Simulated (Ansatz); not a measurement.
# Al: the cost of one run

Computed with Ansatz 0.2.0 (DFT PBEsol, scalar-relativistic, plane waves, PAW, unless a step's input says otherwise).

2 further runs of the same task are left out: 2 set aside as unsound or not needed.

## 1. The system as given

It takes space group Fm-3m (No. 225, cubic). Conventional cell: a = 4.016 Å, b = 4.016 Å, c = 4.016 Å, α = 90.00°, β = 90.00°, γ = 90.00°. Around Al (site symmetry m-3m) lie 12 Al at 2.84 Å.

Coordinates:

```
Al
1.0
     0.00000   -2.00778   -2.00778
     0.00000    2.00778   -2.00778
     4.01556    0.00000    0.00000
Al
2
Direct
  0.50000 0.50000 0.50000
  0.00000 0.00000 0.00000
```

It is built from the cell relaxed beforehand with the same method (16.19 Å³/atom).

## 2. The undisturbed cell

Input file input.yaml:

```yaml
crystal:
  lattice:
    - [0.0, -2.0077780913, -2.0077780913]
    - [0.0, 2.0077780913, -2.0077780913]
    - [4.0155561827, 0.0, 0.0]
  atoms:
    - { symbol: Al, position: [0.5, 0.5, 0.5] }
    - { symbol: Al, position: [0.0, 0.0, 0.0] }
basis:
  ecutwfc: 420
kpoints:
  mp_grid: { grid: [12, 12, 8] }
hamiltonian:
  xc: pbesol
scf:
  occupations: { method: gaussian, width: 0.15 }
output:
  forces: true
  stress: true
  eigenvalues: true
  write_density: true
  write_potential: true
  elf: true
  volumetric_format: npy
```

On the command line:

```console
$ ansatz run input.yaml --threads 1 --pin off --max-ram 2560MiB --backend cpu --events-out ev --progress --plain --runs-dir out
```

**Question.** How long does this run take on 1 thread of Arm Neoverse V2, shared host, and how much memory does it need?

About 2.4 s, with a peak of 0.3 GiB.
